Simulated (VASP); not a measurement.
# Ba (Im-3m) in VASP: settings compared

One crystal, Ba, is run at these levels: PBE+D3(BJ), PBEsol; tasks: relaxation of cell and atoms, single point.

Everything below comes from runs of VASP 6.6.1. Logs are shortened: lines on timing, memory, paths and dates and some standing lists are left out, and cuts for length are marked.

### Step 1. The crystal as given

The structure is cubic, space group Im-3m (No. 229). Conventional cell: a = 5.025 Å, b = 5.025 Å, c = 5.025 Å, α = 90.00°, β = 90.00°, γ = 90.00°. Around Ba (site symmetry m-3m) lie 8 Ba at 4.35 Å.

### Step 2. Relaxation of cell and atoms, PBE+D3(BJ)

INCAR reads:

```
SYSTEM = Ba
PREC = Accurate
ENCUT = 600
EDIFF = 1E-7
ISMEAR = 0
SIGMA = 0.1
LREAL = .FALSE.
LASPH = .TRUE.
NELM = 80
ALGO = Fast
ISIF = 3
LWAVE = .FALSE.
LCHARG = .FALSE.
GGA = PE
IVDW = 12
IBRION = 2
NSW = 90
EDIFFG = -0.005
```

KPOINTS reads:

```
Automatic mesh
0
G
  12 12 12
  0 0 0
```

POSCAR reads:

```
Ba
1.0
   -2.5125000000      2.5125000000      2.5125000000
    2.5125000000     -2.5125000000      2.5125000000
    2.5125000000      2.5125000000     -2.5125000000
Ba
1
Direct
    0.0000000000      0.0000000000      0.0000000000
```

Potentials or basis: VASP PAW PBE potentials, release 64 (Ba_sv).

Started as:

```
$ cat potpaw_PBE.64/Ba_sv/POTCAR > POTCAR
$ mpirun -np 1 vasp_std > vasp.out
```

OUTCAR:

```text
SYSTEM = Ba
   PREC = Accurate
   ENCUT = 600
   EDIFF = 1E-7
   ISMEAR = 0
   LREAL = .FALSE.
   LASPH = .TRUE.
   NELM = 80
   ISIF = 3
   GGA = PE
   IVDW = 12
   IBRION = 2
   NSW = 90
   EDIFFG = -0.005
 IVDW          = 12

 ion  position               nearest neighbor table
   1  0.000  0.000  0.000-

  LATTYP: Found a body centered cubic cell.
 ALAT       =     5.0250000000

  Lattice vectors:

 A1 = (  -2.5125000000,   2.5125000000,   2.5125000000)
 A2 = (   2.5125000000,  -2.5125000000,   2.5125000000)
 A3 = (   2.5125000000,   2.5125000000,  -2.5125000000)

Analysis of symmetry for initial positions (statically):
=====================================================================
 Subroutine PRICEL returns:
 Original cell was already a primitive cell.

 Routine SETGRP: Setting up the symmetry group for a
 body centered cubic supercell.

 Subroutine GETGRP returns: Found 48 space group operations
 (whereof 48 operations were pure point group operations)
 out of a pool of 48 trial point group operations.

The static configuration has the point symmetry O_h .

Analysis of symmetry for dynamics (positions and initial velocities):
=====================================================================
 Subroutine PRICEL returns:
 Original cell was already a primitive cell.

 Routine SETGRP: Setting up the symmetry group for a
 body centered cubic supercell.

 Subroutine GETGRP returns: Found 48 space group operations
 (whereof 48 operations were pure point group operations)
 out of a pool of 48 trial point group operations.

The dynamic configuration has the point symmetry O_h .

 Subroutine INISYM returns: Found 48 space group operations
 (whereof 48 operations are pure point group operations),
 and found     1 'primitive' translations

----------------------------------------------------------------------------------------

                                     Primitive cell

  volume of cell :      63.4422

  direct lattice vectors                    reciprocal lattice vectors
    -2.512500000  2.512500000  2.512500000     0.000000000  0.199004975  0.199004975
     2.512500000 -2.512500000  2.512500000     0.199004975  0.000000000  0.199004975
     2.512500000  2.512500000 -2.512500000     0.199004975  0.199004975  0.000000000

  length of vectors
     4.351777654  4.351777654  4.351777654     0.281435535  0.281435535  0.281435535

  position of ions in fractional coordinates (direct lattice)
     0.000000000  0.000000000  0.000000000

  ion indices of the primitive-cell ions
   primitive index   ion index
                 1           1

----------------------------------------------------------------------------------------

 KPOINTS: Automatic mesh

Automatic generation of k-mesh.
 Grid dimensions read from file:
 generate k-points for:   12   12   12

 Generating k-lattice:

  Cartesian coordinates                     Fractional coordinates (reciprocal lattice)
     0.000000000  0.016583748  0.016583748     0.083333333  0.000000000  0.000000000
     0.016583748  0.000000000  0.016583748     0.000000000  0.083333333  0.000000000
     0.016583748  0.016583748  0.000000000     0.000000000  0.000000000  0.083333333

  Length of vectors
     0.023452961  0.023452961  0.023452961

  Shift w.r.t. Gamma in fractional coordinates (k-lattice)
     0.000000000  0.000000000  0.000000000

 Subroutine IBZKPT returns following result:
 ===========================================

 Found     72 irreducible k-points:

 Following reciprocal coordinates:
            Coordinates               Weight
  0.000000  0.000000  0.000000      1.000000
  0.083333  0.000000  0.000000     12.000000
  0.166667  0.000000  0.000000     12.000000
  0.250000  0.000000  0.000000     12.000000
  0.333333  0.000000  0.000000     12.000000
  0.416667  0.000000  0.000000     12.000000
[... 16 lines left out ...]
  0.333333  0.083333  0.083333     24.000000
  0.416667  0.083333  0.083333     12.000000
 [... further k-points ...]
   k-points           NKPTS =     72   k-points in BZ     NKDIM =     72   number of bands    NBANDS=      9
   number of dos      NEDOS =    301   number of ions     NIONS =      1
   total plane-waves  NPLWV =  46656
   dimension x,y,z NGX =    36 NGY =   36 NGZ =   36
   dimension x,y,z NGXF=    72 NGYF=   72 NGZF=   72
   ions per type =               1
   NGX,Y,Z   is equivalent  to a cutoff of  13.75, 13.75, 13.75 a.u.
   NGXF,Y,Z  is equivalent  to a cutoff of  27.51, 27.51, 27.51 a.u.
 SYSTEM =  Ba
   PREC   = accura    normal or accurate (medium, high low for compatibility)
   ISTART =      0    job   : 0-new  1-cont  2-samecut
   ICHARG =      2    charge: 1-file 2-atom 10-const
   ISPIN  =      1    spin polarized calculation?
   LNONCOLLINEAR =      F non collinear calculations
   LSORBIT =      F    spin-orbit coupling
   LASPH  =      T    aspherical Exc in radial PAW
   ENCUT  =  600.0 eV  44.10 Ry    6.64 a.u.   8.69  8.69  8.69*2*pi/ulx,y,z
   NELM   =     80;   NELMIN=  2; NELMDL= -5     # of ELM steps
   EDIFF  = 0.1E-06   stopping-criterion for ELM
   LREAL  =      F    real-space projection
   EDIFFG = -.5E-02   stopping-criterion for IOM
   NSW    =     90    number of steps for IOM
   IBRION =      2    ionic relax: 0-MD 1-quasi-New 2-CG
   NFREE  =      1    steps in history (QN), initial steepest desc. (CG)
   ISIF   =      3    stress and relaxation
   ISYM   =      2    0-nonsym 1-usesym 2-fastsym
   POTIM  = 0.5000    time-step for ionic-motion
   TEBEG  =    0.0;   TEEND  =   0.0 temperature during run
   PSTRESS=    0.0 pullay stress
   NELECT =      10.0000    total number of electrons
   NUPDOWN=      -1.0000    fix difference up-down
   EMIN   =  10.00;   EMAX   =-10.00  energy-range for DOS
   EFERMI =   0.00;   METHOD = LEGACY
   ISMEAR =     0;   SIGMA  =   0.10  broadening in eV -4-tet -1-fermi 0-gaus
   EFERMI_NEDOS =   21; number of points for ismear=-14 and -15
   IALGO  =     68    algorithm
   IMIX   =      4    mixing-type and parameters
     AMIX     =   0.40;   BMIX     =  1.00
     AMIX_MAG =   1.60;   BMIX_MAG =  1.00
  volume/ion in A,a.u.               =      63.44       428.13
  Fermi-wavevector in a.u.,A,eV,Ry     =   0.884332  1.671146 10.640347  0.782043
  Thomas-Fermi vector in A             =   2.005218
   LORBIT       =      0    0 simple, 1 ext, 2 COOP (PROOUT), +10 PAW based schemes
   GGA     = PE    functional components
   LHFCALC =     F    Hartree Fock is set to
   AEXX    =    0.0000 exact exchange contribution
   IVDW    =    12    specifies the selected vdW correction
   LEPSILON=     F    determine dielectric tensor
   LRPA    =     F    only Hartree local field effects (RPA)
 conjugate gradient relaxation of ions
 non-spin polarized calculation
 RMM-DIIS sequential band-by-band and
 Gauss-broadening in eV      SIGMA  =   0.10
  energy-cutoff  :      600.00
  volume of cell :       63.44
 maximum number of plane-waves:      2154
   NGX = 17   NGY = 17   NGZ = 17

--------------------------------------- Ionic step        1  -------------------------------------------

 number of electron      10.0000001 magnetization

 Free energy of the ion-electron system (eV)
  ---------------------------------------------------
  ext. energy  EPLUGINS =         0.00000000
  ---------------------------------------------------
  free energy    TOTEN  =        -1.91101660 eV

  energy without entropy =       -1.90475431  energy(sigma->0) =       -1.90788546

------------------------ aborting loop because EDIFF is reached ----------------------------------------

 Edisp (eV)   -0.19758

 E8    (eV) :    -0.1138

  FORCE on cell =-STRESS in cart. coord.  units (eV):
  Direction    XX          YY          ZZ          XY          YZ          ZX
  --------------------------------------------------------------------------------------
  -------------------------------------------------------------------------------------
  Total      -0.18387    -0.18387    -0.18387    -0.00000     0.00000    -0.00000
  in kB      -4.64352    -4.64352    -4.64352    -0.00000     0.00000    -0.00000
  external pressure =       -4.64 kB  Pullay stress =        0.00 kB
[... 59 lines left out ...]
  energy  without entropy=       -2.1059899145  energy(sigma->0) =       -2.10917412

--------------------------------------- Ionic step        3  -------------------------------------------

 number of electron       9.9999999 magnetization

 Free energy of the ion-electron system (eV)
  ---------------------------------------------------
  ext. energy  EPLUGINS =         0.00000000
  ---------------------------------------------------
  free energy    TOTEN  =        -1.90510219 eV

  energy without entropy =       -1.89872205  energy(sigma->0) =       -1.90191212

 E-fermi :   1.8091     XC(G=0):  -7.5648

 val. band max:        1.8041141152   @ k =  -0.3333   0.3333   0.3333
 cond. band min:       1.8305545173   @ k =  -0.4167  -0.4167   0.1667
 fundamental gap:      0.0264404021
 Fermi energy:         1.8090865678

 k-point     1 :       0.0000    0.0000    0.0000
  band No.  band energies     occupation
      1     -26.9942      2.00000
      2     -11.9144      2.00000
      3     -11.9144      2.00000
      4     -11.9144      2.00000
      5      -0.9617      2.00000
      6       3.6956      0.00000
      7       3.6956      0.00000
      8       3.6956      0.00000
      9       5.1615      0.00000
[... 265 lines left out ...]
 k-point    24 :       0.4167    0.0833    0.0833
  band No.  band energies     occupation
      1     -26.9396      2.00000
      2     -12.4156      2.00000
      3     -12.1107      2.00000
      4     -11.9545      2.00000
      5       1.1768      2.00000
      6       2.4115      0.00000
      7       3.0264      0.00000
      8       5.2872      0.00000
      9       5.7813      0.00000

 [... further k-points ...]

------------------------ aborting loop because EDIFF is reached ----------------------------------------

 Edisp (eV)   -0.20869

 E8    (eV) :    -0.1201

  FORCE on cell =-STRESS in cart. coord.  units (eV):
  Direction    XX          YY          ZZ          XY          YZ          ZX
  --------------------------------------------------------------------------------------
  -------------------------------------------------------------------------------------
  Total      -0.00228    -0.00228    -0.00228     0.00000     0.00000    -0.00000
  in kB      -0.06090    -0.06090    -0.06090     0.00000     0.00000    -0.00000
  external pressure =       -0.06 kB  Pullay stress =        0.00 kB
[... 16 lines left out ...]
  FREE ENERGIE OF THE ION-ELECTRON SYSTEM (eV)
  ---------------------------------------------------
  free  energy   TOTEN  =        -2.1137937089 eV

  energy  without entropy=       -2.1074135661  energy(sigma->0) =       -2.11060364

 reached required accuracy - stopping structural energy minimisation
```

Wall time 87 s (1 thread of AMD EPYC 9R45 (Zen 5), shared host); peak memory 0.22 GiB.

Results:

```yaml
Free_energy: -2.1138 eV
Relaxed_volume: 60.02 Å³/atom
Relaxed_cell: a = 4.272 Å, b = 4.272 Å, c = 4.272 Å, α = 109.47°, β = 109.47°, γ = 109.47°
Space_group_after_relaxing_to_0.05_Å: Im-3m (No. 229)
Energy_gained_by_relaxing: 5.2 meV/atom
Ionic_steps: 3
Pressure_after_relaxing: 0.0 GPa
Band_gap_on_the_k_mesh: none (metal or under the smearing width)
Dispersion_energy_per_atom: -0.209 eV
```

Step by step:
```csv
step,energy change (eV),largest force (eV/Å),pressure (GPa),volume (Å³)
1,0.0000,0.0000,-0.46,63.44
2,-0.0038,0.0000,-0.25,61.77
3,-0.0052,0.0000,-0.01,60.02
```

Final structure:
```
Ba
1.0
    -2.46648    2.46648    2.46648
     2.46648   -2.46648    2.46648
     2.46648    2.46648   -2.46648
Ba
1
Direct
  0.00000 0.00000 0.00000
```

Caveat: pairwise dispersion overbinds metals, which lowers pressure and volume. The run has no spin-orbit coupling, so splittings on Ba are missing.

(Continued in part 2 of 2.)
